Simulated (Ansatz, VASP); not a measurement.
# Two plane-wave programs on B

The input INCAR:

```
PREC = Accurate
ENCUT = 520
EDIFF = 1E-6
ISMEAR = -1
SIGMA = 0.05
LREAL = F
LASPH = T
NELM = 60
ALGO = Normal
ISIF = 2
LWAVE = F
LCHARG = F
GGA = PS
NBANDS = 10
```

Contents of KPOINTS:

```
Automatic mesh
0
Gamma
  18 18 18
```

Contents of POSCAR:

```
B
1.0
    0.0000000000      1.5998684338      1.5998684338
    1.5998684338      0.0000000000      1.5998684338
    1.5998684338      1.5998684338      0.0000000000
B
2
Direct
   -0.1250000000     -0.1250000000     -0.1250000000
    0.1250000000      0.1250000000      0.1250000000
```

Input for Ansatz:

```yaml
crystal:
  lattice:
    - [0.0, 1.5998684338, 1.5998684338]
    - [1.5998684338, 0.0, 1.5998684338]
    - [1.5998684338, 1.5998684338, 0.0]
  atoms:
    - { symbol: B, position: [-0.125, -0.125, -0.125] }
    - { symbol: B, position: [0.125, 0.125, 0.125] }
kpoints:
  mp_grid: { grid: [18, 18, 18] }
scf:
  occupations: { method: fermi_dirac, width: 0.05 }
hamiltonian:
  xc: pbesol
  pseudopotentials: { kind: paw }
output:
  forces: true
  stress: true
  eigenvalues: true
  populations: true
```

Change from the starting cell: volume scaled by 0.5, PAW files.

Alike in both runs: task single point; functional PBEsol; k mesh 18 × 18 × 18; occupations fermi-dirac, width 0.05 eV; no spin polarisation.

|  | VASP | Ansatz |
| --- | --- | --- |
| version | VASP 6.6.1 | Ansatz 0.2.0 |
| potentials or method | VASP PAW PBE potentials, release 64 (B) | PAW with Ansatz's default frozen-core files, scalar-relativistic |
| plane-wave cutoff (eV) | 520 | 420 |
| valence electrons in the cell | 6 | 6 |

```tsv
	VASP	Ansatz	Ansatz less VASP
pressure (GPa)	413.6	410.8	-2.86
```

With one functional, cell and mesh, what is left measures potentials, basis and numerics.

Caveats: the cell as given lies far from equilibrium; so large a pressure means that the cell lies far from this level's equilibrium, or that cutoff or potentials fall short (VASP); the potentials were made for another functional, which shifts forces and pressure (VASP).
